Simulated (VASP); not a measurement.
# Os (Fm-3m) in VASP: settings compared

The runs below take Os through equation of state, with r2SCAN, LDA.

Everything below comes from runs of VASP 6.6.1. Logs are shortened: lines on timing, memory, paths and dates and some standing lists are left out, and cuts for length are marked.

## 1. The crystal as given

The structure is cubic, space group Fm-3m (No. 225). The conventional cell has a = 3.890 Å, b = 3.890 Å, c = 3.890 Å, α = 90.00°, β = 90.00°, γ = 90.00°. Os (site symmetry m-3m) has 12 Os at 2.75 Å as nearest neighbours.

This isn't the form of Os at room conditions, which is hcp.

## 2. Equation of state, r2SCAN

Potentials or basis: VASP PAW PBE potentials, release 64 (Os).

This step only gathers the single runs of the series.

Results:

```yaml
Equilibrium_volume: 14.09 Å³/atom
Bulk_modulus: 427 GPa
Pressure_derivative_of_the_bulk_modulus: 4.9
```

Energy against volume, from the lowest point:
| volume (Å³/atom) | energy (meV/atom) |
| --- | --- |
| 13.833 | 6.44 |
| 14.127 | 0.00 |
| 14.422 | 9.72 |
| 14.716 | 33.73 |
| 15.010 | 70.40 |
| 15.305 | 118.22 |
| 15.599 | 175.87 |

Caveat: the PAW data sets were made with another functional, which shifts forces and pressure a little. The run has no spin-orbit coupling, so splittings on Os are missing.

## 3. Equation of state, LDA

Contents of run.py:

```python
from ase.calculators.vasp import Vasp
from ase.eos import EquationOfState
from ase.io import Trajectory
from ase.spacegroup import crystal
from ase.units import GPa

atoms = crystal(
    ['Os'],
    basis=[[0.0, 0.0, 0.0]],
    spacegroup=225,
    setting=1,
    cellpar=[3.89, 3.89, 3.89, 90.0, 90.0, 90.0],
    primitive_cell=True,
)
calc = Vasp(
    directory='calc',
    xc='lda',
    pp='LDA',
    setups='recommended',
    prec='Accurate',
    encut=600,
    ediff=1e-08,
    ismear=-1,
    sigma=0.02,
    lreal=False,
    lasph=True,
    nelm=100,
    algo='Normal',
    isif=2,
    lwave=False,
    lcharg=False,
    kpts=[12, 12, 12],
    gamma=True,
)
atoms.calc = calc
cell = atoms.cell.copy()
volumes, energies = [], []
traj = Trajectory('eos.traj', 'w')
for x in [0.94, 0.96, 0.98, 1.0, 1.02, 1.04, 1.06]:
    atoms.set_cell(cell * x ** (1 / 3), scale_atoms=True)
    volumes.append(atoms.get_volume())
    energies.append(atoms.get_potential_energy())
    traj.write(atoms)
    print(f'{x:5.2f} {volumes[-1]:12.5f} {energies[-1]:14.6f}')

v0, e0, B = EquationOfState(volumes, energies, eos='birchmurnaghan').fit()
print(f'V0 = {v0:.4f} A^3, E0 = {e0:.6f} eV, B = {B / GPa:.2f} GPa')
```

Potentials or basis: VASP PAW LDA potentials, release 64 (Os).

Launch:

```console
python run.py
```

Run time: 52 s. Hardware: 1 thread of Intel Xeon Platinum 8259CL at 2.50GHz (Skylake/Cascade Lake), shared host; peak memory 0.13 GiB.

The run converged. Its results:

- Equilibrium volume: 13.77 Å³/atom (rough: see the caveat)
- Bulk modulus: 448 GPa (rough)

Energy against volume, from the lowest point:
```tsv
volume (Å³/atom)	energy (meV/atom)
13.833	0.00
14.127	11.82
14.422	38.72
14.716	78.92
15.010	130.83
15.305	193.02
15.599	264.24
```

Caveat: the minimum lies outside the volumes run. The run has no spin-orbit coupling, so splittings on Os are missing.

## 4. For comparison

An earlier run on the cell as given: functional PBE; potentials or basis VASP PAW PBE potentials, release 64 (Os); cutoff 520 eV; k mesh 12 × 12 × 12; occupations fermi-dirac, width 0.05 eV; no spin polarisation.

- Pressure: -10.3 GPa
- Band gap on the k mesh: none (metal or under the smearing width)
